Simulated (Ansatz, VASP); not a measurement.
## Two plane-wave programs on C

The input INCAR:

```
  PREC = Accurate
  ENCUT = 600
  EDIFF = 1E-7
  ISMEAR = -1
  SIGMA = 0.05
  LREAL = F
  LASPH = T
  NELM = 60
  ALGO = Normal
  ISIF = 3
  LWAVE = F
  LCHARG = F
  GGA = PE
  IVDW = 13
  IBRION = 2
  NSW = 40
  EDIFFG = -0.01
```

The input KPOINTS:

```
Automatic mesh
0
Gamma
  12 12 4
```

POSCAR

```
C
1.0
    2.5221000000      0.0000000000      0.0000000000
   -1.2610500000      2.1842026709      0.0000000000
    0.0000000000      0.0000000000      8.2371000000
C
8
Direct
    0.6666666667      0.3333333333      0.8437500000
    0.3333333333      0.6666666667      0.3437500000
    0.6666666667      0.3333333333      0.6562500000
    0.3333333333      0.6666666667      0.1562500000
    0.0000000000      0.0000000000      0.9062500000
    0.0000000000      0.0000000000      0.4062500000
    0.0000000000      0.0000000000      0.5937500000
    0.0000000000      0.0000000000      0.0937500000
```

input.yaml

```yaml
crystal:
  lattice:
    - [2.5221, 0.0, 0.0]
    - [-1.26105, 2.1842026709, 0.0]
    - [0.0, 0.0, 8.2371]
  atoms:
    - { symbol: C, position: [0.6666666667, 0.3333333333, 0.84375] }
    - { symbol: C, position: [0.3333333333, 0.6666666667, 0.34375] }
    - { symbol: C, position: [0.6666666667, 0.3333333333, 0.65625] }
    - { symbol: C, position: [0.3333333333, 0.6666666667, 0.15625] }
    - { symbol: C, position: [0.0, 0.0, 0.90625] }
    - { symbol: C, position: [0.0, 0.0, 0.40625] }
    - { symbol: C, position: [0.0, 0.0, 0.59375] }
    - { symbol: C, position: [0.0, 0.0, 0.09375] }
hamiltonian:
  xc: pbe
  pseudopotentials: { kind: paw }
  dispersion: d4
kpoints:
  mp_grid: { grid: [12, 12, 4] }
scf:
  occupations: { method: fermi_dirac, width: 0.05 }
output:
  forces: true
  stress: true
relax:
  f_tol: 0.01
  max_steps: 40
  cell: { stress_tol: 0.05 }
```

This is a hexagonal form of diamond, not graphite.

Alike in both runs: task relaxation of cell and atoms; functional PBE; dispersion D4; k mesh 12 × 12 × 4; occupations fermi-dirac, width 0.05 eV; no spin polarisation.

|  | VASP | Ansatz |
| --- | --- | --- |
| version | VASP 6.6.1 | Ansatz 0.2.0 |
| potentials or method | VASP PAW PBE potentials, release 64 (C) | Ansatz PAW |
| plane-wave cutoff (eV) | 600 | 420 |
| valence electrons in the cell | 32 | 32 |

Ansatz gave:

- relaxed volume (Å³/atom): 5.63
- relaxed cell length with the largest relative difference (Å): 8.272
- energy change over the relaxation (meV/atom): -3

**Question.** What did VASP give for the same quantities?

**Answer.** Relaxed volume (Å³/atom): 5.63; relaxed cell length with the largest relative difference (Å): 8.271; energy change over the relaxation (meV/atom): -3.

Caveats: the plane-wave basis is chosen anew once the cell has moved, so the energies of steps on either side of that aren't comparable (Ansatz); the pressure holds a Pulay correction of +1.0 GPa for the finite cutoff (Ansatz). A k mesh can miss the band edges. PBE gaps usually lie below the measured ones, often by a third to a half.
